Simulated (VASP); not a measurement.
# BAs (F-43m) in VASP: notebook, part 2 of 2

VASP 6.6.1.

## 3. Relaxation of cell and atoms, r2SCAN

This run uses another cell than the first one, of 13.63 Å³/atom, 1.136 times its volume.

File INCAR:

```
PREC     = Accurate       # precision mode
ENCUT    = 600            # plane-wave cutoff, eV
EDIFF    = 1E-6           # SCF threshold, eV
ISMEAR   = 0              # smearing method
SIGMA    = 0.03           # smearing width, eV
LREAL    = F              # projectors in reciprocal space
LASPH    = T              # aspherical terms in the spheres
NELM     = 80             # most SCF steps
ALGO     = Normal         # electronic algorithm
ISIF     = 3              # what is computed and relaxed
LWAVE    = F              # write WAVECAR
LCHARG   = F              # write CHGCAR
METAGGA  = R2SCAN         # meta-GGA
LMIXTAU  = T            
IBRION   = 2              # ionic algorithm
NSW      = 90             # ionic steps
EDIFFG   = -0.01          # ionic threshold
```

File KPOINTS:

```
regular mesh
0
Gamma
  10 10 10
```

File POSCAR:

```
BAs
1.0
    0.0000000000      2.3885000000      2.3885000000
    2.3885000000      0.0000000000      2.3885000000
    2.3885000000      2.3885000000      0.0000000000
B As
1 1
Direct
    0.0000000000      0.0000000000      0.0000000000
    0.2500000000      0.2500000000      0.2500000000
```

Potentials or basis: VASP PAW PBE potentials, release 64 (B, As).

Command:

```bash
> cat potpaw_PBE.64/B/POTCAR potpaw_PBE.64/As/POTCAR > POTCAR
> mpirun -np 1 vasp_std > vasp.out
```

OUTCAR:

```text
PREC = Accurate
   ENCUT = 600
   EDIFF = 1E-6
   ISMEAR = 0
   LREAL = F
   LASPH = T
   NELM = 80
   ISIF = 3
   METAGGA = R2SCAN
   IBRION = 2
   NSW = 90
   EDIFFG = -0.01

 ion  position               nearest neighbor table
   1  0.000  0.000  0.000-   2 2.07   2 2.07   2 2.07   2 2.07
   2  0.250  0.250  0.250-   1 2.07   1 2.07   1 2.07   1 2.07

  LATTYP: Found a face centered cubic cell.
 ALAT       =     4.7770000000

  Lattice vectors:

 A1 = (   0.0000000000,   2.3885000000,   2.3885000000)
 A2 = (   2.3885000000,   0.0000000000,   2.3885000000)
 A3 = (   2.3885000000,   2.3885000000,   0.0000000000)

Analysis of symmetry for initial positions (statically):
[... 253 lines left out ...]
  ---------------------------------------------------
  free energy    TOTEN  =       -22.25751222 eV

  energy without entropy =      -22.25751222  energy(sigma->0) =      -22.25751222

 E-fermi :   6.1306     XC(G=0): -11.1067

 val. band max:        5.9576821020   @ k =   0.0000   0.0000   0.0000
 cond. band min:       7.3345629339   @ k =   0.4000   0.4000   0.0000
 fundamental gap:      1.3768808318
 Fermi energy:         6.1306064488

 k-point     1 :       0.0000    0.0000    0.0000
  band No.  band energies     occupation
      1     -10.1444      2.00000
      2       5.9577      2.00000
      3       5.9577      2.00000
      4       5.9577      2.00000
      5       9.3967      0.00000
      6       9.3967      0.00000
      7       9.3967      0.00000
      8      11.0320      0.00000
[... 243 lines left out ...]
 k-point    24 :       0.4000    0.3000    0.0000
  band No.  band energies     occupation
      1      -7.3731      2.00000
      2      -0.8555      2.00000
      3       1.7992      2.00000
      4       2.2951      2.00000
      5       7.8674      0.00000
      6       9.6659      0.00000
      7      15.3305      0.00000
      8      15.5634      0.00000

 [... further k-points ...]
[... 5 lines left out ...]
  --------------------------------------------------------------------------------------
  -------------------------------------------------------------------------------------
  Total        0.0022660      0.0022660      0.0022660     -0.0000000      0.0000000      0.0000000
  in kB        0.1324390      0.1324390      0.1324390     -0.0000000      0.0000000      0.0000000
  external PRESSURE =       0.1324390 kB  Pullay stress =       0.0000000 kB
[... 17 lines left out ...]
  FREE ENERGIE OF THE ION-ELECTRON SYSTEM (eV)
  ---------------------------------------------------
  free  energy   TOTEN  =       -22.2575122160 eV

  energy  without entropy=      -22.2575122160  energy(sigma->0) =      -22.25751222

 reached required accuracy - stopping structural energy minimisation
```

OSZICAR:

```text
N       E                     dE             d eps       ncg     rms          rms(c)
DAV:   1     0.244763142658E+01    0.24476E+01   -0.43430E+03   752   0.101E+03
DAV:   2    -0.235156906720E+02   -0.25963E+02   -0.25323E+02  1104   0.117E+02
DAV:   3    -0.238529707096E+02   -0.33728E+00   -0.33728E+00   888   0.178E+01
DAV:   4    -0.238534367060E+02   -0.46600E-03   -0.46600E-03  1136   0.696E-01
[... 35 lines left out ...]
DAV:   4    -0.222575032552E+02   -0.11147E-04   -0.26247E-05   752   0.504E-02    0.126E-02
DAV:   5    -0.222575055224E+02   -0.22672E-05   -0.97193E-06   752   0.328E-02    0.514E-03
DAV:   6    -0.222575104886E+02   -0.49661E-05   -0.36195E-06   768   0.207E-02    0.232E-03
DAV:   7    -0.222575123679E+02   -0.18793E-05   -0.70555E-07   456   0.102E-02    0.751E-04
DAV:   8    -0.222575122160E+02    0.15186E-06   -0.37048E-08   376   0.204E-03
   3 F= -.22257512E+02 E0= -.22257512E+02  d E =-.424852E-03
```

Run time: 73 s. Hardware: 1 thread of Intel Xeon 6975P-C (Granite Rapids), shared host; peak memory 0.18 GiB.

Results:

```
Free energy                            : -22.2575 eV
Relaxed volume                         : 13.71 Å³/atom
Relaxed cell                           : a = 3.384 Å, b = 3.384 Å, c = 3.384 Å, α = 60.00°, β = 60.00°, γ = 60.00°
Space group after relaxing (to 0.05 Å) : F-43m (No. 216)
Energy gained by relaxing              : 0.2 meV/atom
Ionic steps                            : 3
Pressure after relaxing                : 0.0 GPa
Band gap on the k mesh                 : 1.38 eV, indirect (least direct gap 3.44 eV)
```

Step by step:
```csv
step,energy change (eV),largest force (eV/Å),pressure (GPa),volume (Å³)
1,0.0000,0.0000,0.86,27.25
2,-0.0002,0.0000,-0.65,27.54
3,-0.0004,0.0000,0.01,27.41
```

Final structure:
```xyz
2
Lattice="0.0000 2.3932 2.3932 2.3932 0.0000 2.3932 2.3932 2.3932 0.0000" Properties=species:S:1:pos:R:3 pbc="T T T"
B     0.0000    0.0000    0.0000
As    1.1966    1.1966    1.1966
```

Levels at points of the mesh, in eV from the valence-band top:
```
           k point  band 1  band 2  band 3  band 4  band 5  band 6  band 7  band 8
(0.00, 0.00, 0.00)  -16.10    0.00    0.00    0.00    3.44    3.44    3.44    5.07
(0.50, 0.00, 0.00)  -13.10   -9.20   -1.93   -1.93    2.94    5.05    5.05    9.56
(0.50, 0.50, 0.00)  -11.67   -9.03   -4.28   -4.28    1.62    1.70   12.10   12.10
```

Caveat: the PAW data sets were made with another functional, which shifts forces and pressure a little. Zero-point motion and thermal expansion aren't in these numbers.

## 4. Relaxation of cell and atoms, r2SCAN

This run uses another cell than the first one, of 13.71 Å³/atom, 1.143 times its volume.

Changes to INCAR since step 3:

```diff
@@ -2,3 +2,3 @@
 ENCUT    = 600            # plane-wave cutoff, eV
-EDIFF    = 1E-6           # SCF threshold, eV
+EDIFF    = 1E-7           # SCF threshold, eV
 ISMEAR   = 0              # smearing method
@@ -16,2 +16,2 @@
 NSW      = 90             # ionic steps
-EDIFFG   = -0.01          # ionic threshold
+EDIFFG   = -0.005         # ionic threshold
```

KPOINTS is that of step 3.

File POSCAR:

```
BAs                                     
1.0
    0.0000000000      2.3931785067      2.3931785067
    2.3931785067      0.0000000000      2.3931785067
    2.3931785067      2.3931785067      0.0000000000
  B               As            
     1     1
Direct
     0.0000000000000000    0.0000000000000000    0.0000000000000000
     0.2500000000000000    0.2500000000000000    0.2500000000000000
```

Command:

```bash
> cat potpaw_PBE.64/B/POTCAR potpaw_PBE.64/As/POTCAR > POTCAR
> mpirun -np 1 vasp_std > vasp.out
```

Run time: 40 s. Hardware: 1 thread of Intel Xeon 6975P-C (Granite Rapids), shared host; peak memory 0.17 GiB.

It converged, with:

| Property | Result |
| --- | --- |
| Free energy | -22.2576 eV |
| Pressure after relaxing | 0.0 GPa |
| Band gap on the k mesh | 1.38 eV, indirect (least direct gap 3.44 eV) |

Final structure:
```
B As
1.0
     0.00000    2.39318    2.39318
     2.39318    0.00000    2.39318
     2.39318    2.39318    0.00000
B As
1 1
Direct
  0.00000 0.00000 0.00000
  0.25000 0.25000 0.25000
```

Levels at points of the mesh, in eV from the valence-band top:
| k point | band 2 | band 3 | band 4 | band 5 | band 6 | band 7 |
| --- | --- | --- | --- | --- | --- | --- |
| (0.00, 0.00, 0.00) | 0.00 | 0.00 | 0.00 | 3.44 | 3.44 | 3.44 |
| (0.50, 0.00, 0.00) | -9.20 | -1.93 | -1.93 | 2.94 | 5.05 | 5.05 |
| (0.50, 0.50, 0.00) | -9.03 | -4.28 | -4.28 | 1.62 | 1.70 | 12.10 |

Caveat: the relaxation stopped at its first step, so nothing moved; the PAW data sets were made with another functional, which shifts forces and pressure a little. r2SCAN opens gaps a little over a GGA but as a rule still falls short of measured ones.
